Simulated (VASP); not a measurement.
Input of a VASP 6.6.1 run:

File INCAR:

```
PREC     = Accurate       # precision mode
ENCUT    = 520            # plane-wave cutoff, eV
EDIFF    = 1E-8           # SCF threshold, eV
ISMEAR   = -1             # smearing method
SIGMA    = 0.03           # smearing width, eV
LREAL    = F              # projectors in reciprocal space
LASPH    = T              # aspherical terms in the spheres
NELM     = 100            # most SCF steps
ALGO     = Fast           # electronic algorithm
ISIF     = 2              # what is computed and relaxed
LWAVE    = F              # write WAVECAR
LCHARG   = F              # write CHGCAR
GGA      = PE             # functional
LEFG     = T            
NBANDS   = 16             # bands
```

KPOINTS

```
Automatic mesh
0
Gamma
  6 6 5
```

File POSCAR:

```
Se
1.0
    4.3661999489      0.0000000000      0.0000000000
   -2.1830999745      3.7812400738      0.0000000000
    0.0000000000      0.0000000000      4.9536000000
Se
3
Direct
    0.2254000000      0.0000000000      0.3333333333
    0.0000000000      0.2254000000      0.6666666667
    0.7746000000      0.7746000000      0.0000000000
```

Potentials or basis: VASP PAW PBE potentials, release 64 (Se).

The run is started by

```sh
$ cat potpaw_PBE.64/Se/POTCAR > POTCAR
$ mpirun -np 1 vasp_std > vasp.out
```

Task: What does it give for the largest force?

Result: 0.432 eV/Å.

Task: Predict the pressure.

Result: 2.9 GPa.

Stress tensor (GPa, compression positive):
```
2.31 0.00 0.00
0.00 2.31 0.00
0.00 0.00 4.12
```
